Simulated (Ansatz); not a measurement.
## Ag: Seebeck coefficient and carrier response

Computed with DFT PBE, scalar-relativistic, plane waves, PAW in Ansatz 0.2.0. Settings: 420 eV plane-wave cutoff, Γ-centred 20×20×20 mesh, Fermi-Dirac smearing of 0.15 eV. No spin polarisation.

The cell, relaxed at this level:
```xyz
1
Lattice="-1.6507 1.6507 1.6507 1.6507 -1.6507 1.6507 1.6507 1.6507 -1.6507" Properties=species:S:1:pos:R:3 pbc="T T T"
Ag    0.0000    0.0000    0.0000
```

In a metal these results depend on the k mesh and the smearing.

Constant relaxation time and rigid bands. The levels are interpolated over the whole zone and filled by a Fermi function at the stated temperature, with the chemical potential set by the electron count. Seebeck coefficients of a few μV/K are small differences and uncertain even in sign.

(1) Give the Drude plasma energies, the density of states at the chemical potential and σ/τ at 300 K.

(2) And the Seebeck coefficient (μV/K)?

Results:

(1)
- Plasma energy xx, yy, zz: 9.02, 9.02, 9.02 eV
- Density of states (thermally broadened): 0.29 states/eV/cell
- Conductivity over τ, xx, yy, zz: 16.6, 16.6, 16.6 ×10²⁰ (Ω·m·s)⁻¹

(2)
```json
{"T (K)": "300", "Sxx": "-1.3", "Syy": "-1.3", "Szz": "-1.3"}
{"T (K)": "600", "Sxx": "-2.6", "Syy": "-2.6", "Szz": "-2.6"}
{"T (K)": "900", "Sxx": "-3.9", "Syy": "-3.9", "Szz": "-3.9"}
```

This bcc form isn't the element's structure at ambient conditions.

Cost: 1 run of about 2.4 core-minutes, on Arm Neoverse V2 (shared hosts).